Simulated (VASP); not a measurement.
Ga4AsP3, 8 atoms in the cell. Symmetry: Cm, No. 8, monoclinic system. Conventional cell: a = 12.960 Å, b = 3.908 Å, c = 6.768 Å, α = 90.00°, β = 100.02°, γ = 90.00°. Ga (site symmetry m) has 2 P at 2.39 Å and 2 As at 2.39 Å as nearest neighbours. Ga (site symmetry m) is surrounded by 1 As at 2.39 Å and 3 P at 2.39 Å. Around Ga (site symmetry m) lie 1 As at 2.39 Å and 3 P at 2.39 Å. Around Ga (site symmetry m) lie 4 P at 2.39 Å. Around As (site symmetry m) lie 4 Ga at 2.39 Å. P (site symmetry m) has 4 Ga at 2.39 Å as nearest neighbours. Around P (site symmetry m) lie 4 Ga at 2.39 Å. Around P (site symmetry m) lie 4 Ga at 2.39 Å. The cell comes from a database or a generator and needn't be the stable form of this composition.

```yaml
Program: VASP 6.6.1
Task: relaxation of cell and atoms
Functional: r2SCAN
Potentials_or_basis: VASP PAW PBE potentials, release 64 (Ga_d, As, P)
Cutoff: 600 eV
k_mesh: 7 × 7 × 4
Occupations: gaussian, width 0.02 eV
Spin: no spin polarisation
Further_INCAR_settings: ALGO = Normal; EDIFF = 1e-06; IBRION = 2; EDIFFG = -0.02; NSW = 60; ISIF = 3
```

Potentials or basis: VASP PAW PBE potentials, release 64 (Ga_d, As, P).

Command:

```sh
$ cat potpaw_PBE.64/Ga_d/POTCAR potpaw_PBE.64/As/POTCAR potpaw_PBE.64/P/POTCAR > POTCAR
$ mpirun -np 2 vasp_std > vasp.out
```

Hardware: 2 MPI ranks on Intel(R) Xeon(R) Platinum 8259CL CPU @ 2.50GHz (Skylake/Cascade Lake), on a shared host.

Q: Estimate the wall time of this run.

A: Wall time 92 min on 2 MPI ranks on Intel(R) Xeon(R) Platinum 8259CL CPU @ 2.50GHz (Skylake/Cascade Lake), with other jobs on the host, peak memory 0.66 GiB a rank. Counts: scf iterations 102, k points 60, ion steps 12.
